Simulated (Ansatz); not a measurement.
SnO2:

```
CELL_PARAMETERS angstrom
-3.24890 3.41447 3.41402
3.24890 -3.41447 3.41402
3.24890 3.41447 -3.41402
ATOMIC_POSITIONS crystal
Sn 0.50000 0.00000 0.00000
Sn 0.50000 0.50000 0.50000
Sn 0.00360 0.75360 0.25000
Sn 0.99640 0.24640 0.75000
O 0.80650 0.80377 0.49728
O 0.80650 0.30922 0.00272
O 0.30244 0.24594 0.05649
O 0.68944 0.24594 0.44350
O 0.31056 0.75406 0.55649
O 0.19350 0.69078 0.99728
O 0.69756 0.75406 0.94351
O 0.19350 0.19623 0.50272
```

The cell is a database's computed one.

Base run:

| Property | Result |
| --- | --- |
| Program | Ansatz 0.2.0 |
| Functional | RPBE |
| Potentials or basis | Ansatz PAW |
| Cutoff | 420 eV (not typed: the program's choice for these potentials) |
| k mesh | 5 × 5 × 5 |
| Occupations | fermi-dirac, width 0.05 eV |
| Spin | no spin polarisation |

Its results: band gap on the k mesh 0.72 eV; pressure 3.1 GPa; largest force 0.057 eV/Å.

Question: After a change of settings the same cell gave: band gap on the k mesh 0.69 eV; pressure 2.0 GPa; largest force 0.057 eV/Å. Which change was it?
A. functional from RPBE to PBEsol
B. functional from RPBE to LDA
C. functional from RPBE to revPBE
D. functional from RPBE to BLYP

Answer: C.

Caveats: spin-orbit coupling is left out, which moves the levels of the heavy elements; the PAW data sets come from PBE, with cores solved anew for the run's functional, which leaves a small shift of forces and pressure.

Runs at the PBE level aren't shown here.
